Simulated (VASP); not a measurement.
# Bi (I4/mmm) in VASP: a series of runs

Runs on Bi. Level: LDA. Tasks: single point.

Everything below comes from runs of VASP 6.6.1. Logs are shortened: lines on timing, memory, paths and dates and some standing lists are left out, and cuts for length are marked.

### Step 1. The cell of the first run

The structure is tetragonal, space group I4/mmm (No. 139). Conventional cell: a = 3.844 Å, b = 3.844 Å, c = 4.082 Å, α = 90.00°, β = 90.00°, γ = 90.00°. Around Bi (site symmetry 4/mmm) lie 12 Bi at 3.40 to 3.84 Å.

This isn't the form of Bi at room conditions, which is rhombohedral.

### Step 2. Single point, LDA (strain -0.030 along x and y, +0.030 along z, atoms carried along)

Input file INCAR:

```
SYSTEM = Bi
PREC     = Accurate       ! precision mode
ENCUT    = 520            ! plane-wave cutoff, eV
EDIFF    = 1E-6           ! SCF threshold, eV
ISMEAR   = 0              ! smearing method
SIGMA    = 0.15           ! smearing width, eV
LREAL    = .False.        ! projectors in reciprocal space
LASPH    = .True.         ! aspherical terms in the spheres
NELM     = 100            ! most SCF steps
ALGO     = Fast           ! electronic algorithm
ISIF     = 2              ! what is computed and relaxed
LWAVE    = .False.        ! write WAVECAR
LCHARG   = .False.        ! write CHGCAR
GGA      = CA             ! functional
NBANDS   = 14             ! bands
```

Input file KPOINTS:

```
regular mesh
0
Gamma
  18 18 18
  0 0 0
```

Input file POSCAR:

```
Bi
1.0
   -1.9219876158      1.9219876158      2.0408734478
    1.9219876158     -1.9219876158      2.0408734478
    1.9219876158      1.9219876158     -2.0408734478
Bi
1
Direct
    0.0000000000      0.0000000000      0.0000000000
```

Potentials or basis: VASP PAW LDA potentials, release 64 (Bi_d).

Started as:

```console
> cat potpaw_LDA.64/Bi_d/POTCAR > POTCAR
> mpirun -np 1 vasp_std > vasp.out
```

OUTCAR:

```text
SYSTEM = Bi
   PREC = Accurate
   ENCUT = 520
   EDIFF = 1E-6
   ISMEAR = 0
   LREAL = .False.
   LASPH = .True.
   NELM = 100
   ISIF = 2
   GGA = CA

 ion  position               nearest neighbor table
   1  0.000  0.000  0.000-

  LATTYP: Found a body centered tetragonal cell.
 ALAT       =     3.8439752316
 C/A-ratio  =     1.0618556702

  Lattice vectors:

 A1 = (  -1.9219876158,   1.9219876158,   2.0408734478)
 A2 = (   1.9219876158,  -1.9219876158,   2.0408734478)
 A3 = (   1.9219876158,   1.9219876158,  -2.0408734478)

Analysis of symmetry for initial positions (statically):
=====================================================================
 Subroutine PRICEL returns:
 Original cell was already a primitive cell.

 Routine SETGRP: Setting up the symmetry group for a
 body centered tetragonal supercell.

 Subroutine GETGRP returns: Found 16 space group operations
 (whereof 16 operations were pure point group operations)
 out of a pool of 16 trial point group operations.

The static configuration has the point symmetry D_4h.

Analysis of symmetry for dynamics (positions and initial velocities):
=====================================================================
 Subroutine PRICEL returns:
 Original cell was already a primitive cell.

 Routine SETGRP: Setting up the symmetry group for a
 body centered tetragonal supercell.

 Subroutine GETGRP returns: Found 16 space group operations
 (whereof 16 operations were pure point group operations)
 out of a pool of 16 trial point group operations.

The dynamic configuration has the point symmetry D_4h.

 Subroutine INISYM returns: Found 16 space group operations
 (whereof 16 operations are pure point group operations),
 and found     1 'primitive' translations

----------------------------------------------------------------------------------------

                                     Primitive cell

  volume of cell :      30.1562

  direct lattice vectors                    reciprocal lattice vectors
    -1.921987616  1.921987616  2.040873448     0.000000000  0.260147358  0.244993143
     1.921987616 -1.921987616  2.040873448     0.260147358  0.000000000  0.244993143
     1.921987616  1.921987616 -2.040873448     0.260147358  0.260147358  0.000000000

  length of vectors
     3.399005328  3.399005328  3.399005328     0.357348972  0.357348972  0.367903922

  position of ions in fractional coordinates (direct lattice)
     0.000000000  0.000000000  0.000000000

  ion indices of the primitive-cell ions
   primitive index   ion index
                 1           1

----------------------------------------------------------------------------------------

 KPOINTS: regular mesh

Automatic generation of k-mesh.
 Grid dimensions read from file:
 generate k-points for:   18   18   18

 Generating k-lattice:

  Cartesian coordinates                     Fractional coordinates (reciprocal lattice)
     0.000000000  0.014452631  0.013610730     0.055555556 -0.000000000  0.000000000
     0.014452631  0.000000000  0.013610730    -0.000000000  0.055555556  0.000000000
     0.014452631  0.014452631  0.000000000     0.000000000  0.000000000  0.055555556

  Length of vectors
     0.019852721  0.019852721  0.020439107

  Shift w.r.t. Gamma in fractional coordinates (k-lattice)
     0.000000000  0.000000000  0.000000000

 Subroutine IBZKPT returns following result:
 ===========================================

 Found    480 irreducible k-points:

 Following reciprocal coordinates:
            Coordinates               Weight
  0.000000  0.000000  0.000000      1.000000
  0.055556  0.000000  0.000000      8.000000
  0.111111  0.000000  0.000000      8.000000
  0.166667  0.000000 -0.000000      8.000000
  0.222222  0.000000  0.000000      8.000000
  0.277778 -0.000000  0.000000      8.000000
[... 16 lines left out ...]
 -0.277778  0.055556  0.000000     16.000000
 -0.222222  0.055556  0.000000     16.000000
 [... further k-points ...]
   k-points           NKPTS =    480   k-points in BZ     NKDIM =    480   number of bands    NBANDS=     14
   number of dos      NEDOS =    301   number of ions     NIONS =      1
   total plane-waves  NPLWV =  21952
   dimension x,y,z NGX =    28 NGY =   28 NGZ =   28
   dimension x,y,z NGXF=    56 NGYF=   56 NGZF=   56
   ions per type =               1
   NGX,Y,Z   is equivalent  to a cutoff of  13.69, 13.69, 13.69 a.u.
   NGXF,Y,Z  is equivalent  to a cutoff of  27.39, 27.39, 27.39 a.u.
 SYSTEM =  Bi
   PREC   = accura    normal or accurate (medium, high low for compatibility)
   ISTART =      0    job   : 0-new  1-cont  2-samecut
   ICHARG =      2    charge: 1-file 2-atom 10-const
   ISPIN  =      1    spin polarized calculation?
   LNONCOLLINEAR =      F non collinear calculations
   LSORBIT =      F    spin-orbit coupling
   LASPH  =      T    aspherical Exc in radial PAW
   ENCUT  =  520.0 eV  38.22 Ry    6.18 a.u.   6.32  6.32  6.32*2*pi/ulx,y,z
   NELM   =    100;   NELMIN=  2; NELMDL= -5     # of ELM steps
   EDIFF  = 0.1E-05   stopping-criterion for ELM
   LREAL  =      F    real-space projection
[... 7 lines left out ...]
   TEBEG  =    0.0;   TEEND  =   0.0 temperature during run
   PSTRESS=    0.0 pullay stress
   NELECT =      15.0000    total number of electrons
   NUPDOWN=      -1.0000    fix difference up-down
   EMIN   =  10.00;   EMAX   =-10.00  energy-range for DOS
   EFERMI =   0.00;   METHOD = LEGACY
   ISMEAR =     0;   SIGMA  =   0.15  broadening in eV -4-tet -1-fermi 0-gaus
   EFERMI_NEDOS =   21; number of points for ismear=-14 and -15
   IALGO  =     68    algorithm
   IMIX   =      4    mixing-type and parameters
     AMIX     =   0.40;   BMIX     =  1.00
     AMIX_MAG =   1.60;   BMIX_MAG =  1.00
  volume/ion in A,a.u.               =      30.16       203.50
  Fermi-wavevector in a.u.,A,eV,Ry     =   1.297118  2.451198 22.892010  1.682515
  Thomas-Fermi vector in A             =   2.428531
   LORBIT       =      0    0 simple, 1 ext, 2 COOP (PROOUT), +10 PAW based schemes
   GGA     = CA    functional components
   LHFCALC =     F    Hartree Fock is set to
   AEXX    =    0.0000 exact exchange contribution
   IVDW    =     0    specifies the selected vdW correction
   LEPSILON=     F    determine dielectric tensor
   LRPA    =     F    only Hartree local field effects (RPA)
 non-spin polarized calculation
 RMM-DIIS sequential band-by-band and
 Gauss-broadening in eV      SIGMA  =   0.15
  energy-cutoff  :      520.00
  volume of cell :       30.16
 maximum number of plane-waves:       830
 NGX is ok and might be reduce to    28
   NGX = 13   NGY = 13   NGZ = 13

 number of electron      14.9999998 magnetization

 Free energy of the ion-electron system (eV)
  ---------------------------------------------------
  ext. energy  EPLUGINS =         0.00000000
  ---------------------------------------------------
  free energy    TOTEN  =        -4.46198256 eV

  energy without entropy =       -4.45439409  energy(sigma->0) =       -4.45818833

 E-fermi :   8.0713     XC(G=0): -10.6805

 val. band max:        8.0703272479   @ k =  -0.2222   0.4444   0.1667
 cond. band min:       8.0719209505   @ k =   0.2222   0.1667   0.0556
 fundamental gap:      0.0015937026
 Fermi energy:         8.0712762485

 k-point     1 :       0.0000    0.0000    0.0000
  band No.  band energies     occupation
      1     -14.9292      2.00000
      2     -14.9292      2.00000
      3     -14.9121      2.00000
      4     -14.7955      2.00000
      5     -14.7694      2.00000
      6      -5.6823      2.00000
      7      13.2089      0.00000
      8      13.3997      0.00000
      9      13.3997      0.00000
     10      17.6794      0.00000
     11      18.1671      0.00000
     12      18.9162      0.00000
     13      18.9164      0.00000
     14      19.6597      0.00000

 k-point     2 :       0.0556    0.0000    0.0000
  band No.  band energies     occupation
      1     -14.9270      2.00000
      2     -14.9267      2.00000
      3     -14.9088      2.00000
      4     -14.7965      2.00000
      5     -14.7704      2.00000
      6      -5.6250      2.00000
      7      12.6365      0.00000
      8      13.2262      0.00000
      9      13.2712      0.00000
     10      17.7281      0.00000
     11      18.1835      0.00000
     12      18.5927      0.00000
     13      18.6400      0.00000
     14      19.9941      0.00000

 k-point     3 :       0.1111    0.0000    0.0000
  band No.  band energies     occupation
      1     -14.9271      2.00000
      2     -14.9199      2.00000
      3     -14.8930      2.00000
      4     -14.7992      2.00000
      5     -14.7732      2.00000
      6      -5.4536      2.00000
      7      11.2317      0.00000
      8      12.7777      0.00000
      9      13.1444      0.00000
     10      17.0056      0.00000
     11      18.0593      0.00000
     12      18.3392      0.00000
     13      19.0261      0.00000
     14      20.6548      0.00000
[... 324 lines left out ...]
 k-point    23 :      -0.2778    0.0556    0.0000
  band No.  band energies     occupation
      1     -14.9394      2.00000
      2     -14.8983      2.00000
      3     -14.8083      2.00000
      4     -14.8060      2.00000
      5     -14.7808      2.00000
      6      -4.4950      2.00000
      7       7.1706      2.00000
      8      11.0670      0.00000
      9      12.2842      0.00000
     10      15.8278      0.00000
     11      16.9920      0.00000
     12      18.0514      0.00000
     13      20.8689      0.00000
     14      22.1017      0.00000

 k-point    24 :      -0.2222    0.0556    0.0000
  band No.  band energies     occupation
      1     -14.9329      2.00000
      2     -14.9074      2.00000
      3     -14.8434      2.00000
      4     -14.8035      2.00000
      5     -14.7788      2.00000
      6      -4.9336      2.00000
      7       8.7093      0.00000
      8      11.7058      0.00000
      9      12.5456      0.00000
     10      16.3149      0.00000
     11      17.1536      0.00000
     12      18.1422      0.00000
     13      20.2497      0.00000
     14      21.1223      0.00000

 [... further k-points ...]
[... 5 lines left out ...]
  --------------------------------------------------------------------------------------
  -------------------------------------------------------------------------------------
  Total       -0.2460721     -0.2460721     -0.3570100      0.0000000     -0.0000000      0.0000000
  in kB      -13.0736171    -13.0736171    -18.9676611      0.0000000     -0.0000000      0.0000000
  external PRESSURE =     -15.0382985 kB  Pullay stress =       0.0000000 kB

 VOLUME and BASIS-vectors are now :
 -----------------------------------------------------------------------------
  energy-cutoff  :      520.00
  volume of cell :       30.16
      direct lattice vectors                 reciprocal lattice vectors
    -1.921987616  1.921987616  2.040873448     0.000000000  0.260147358  0.244993143
     1.921987616 -1.921987616  2.040873448     0.260147358  0.000000000  0.244993143
     1.921987616  1.921987616 -2.040873448     0.260147358  0.260147358  0.000000000

 POSITION                                       TOTAL-FORCE (eV/Angst)
 -----------------------------------------------------------------------------------
      0.00000      0.00000      0.00000        -0.000000      0.000000      0.000000
 -----------------------------------------------------------------------------------
    total drift:                                0.000000     -0.000000     -0.000000

  FREE ENERGIE OF THE ION-ELECTRON SYSTEM (eV)
  ---------------------------------------------------
  free  energy   TOTEN  =        -4.4619825596 eV

  energy  without entropy=       -4.4543940909  energy(sigma->0) =       -4.45818833
```

It took 4.4 min on 1 thread of Intel Xeon Platinum 8375C at 2.90GHz (Ice Lake), shared host; peak memory 0.28 GiB.

What came out:

```
Free energy            : -4.4620 eV
Pressure               : -1.5 GPa
Band gap on the k mesh : none (metal or under the smearing width)
```

Stress tensor (GPa, compression positive):
```
-1.31  0.00  0.00
 0.00 -1.31  0.00
 0.00  0.00 -1.90
```

Levels at points of the mesh, in eV from the Fermi level:
| k point | band 5 | band 6 | band 7 | band 8 | band 9 | band 10 |
| --- | --- | --- | --- | --- | --- | --- |
| (0.00, 0.00, 0.00) | -22.84 | -13.75 | 5.14 | 5.33 | 5.33 | 9.61 |
| (0.50, 0.00, 0.00) | -22.76 | -10.61 | -5.29 | 1.82 | 3.79 | 6.42 |
| (0.50, 0.50, 0.00) | -22.75 | -10.37 | -5.15 | 1.22 | 2.91 | 5.69 |
| (0.50, 0.50, 0.50) | -22.78 | -8.34 | -2.50 | -1.55 | -1.55 | 3.39 |

Caveat: spin-orbit coupling is left out, which moves the levels of the heavy elements.

(Continued in part 2 of 2.)
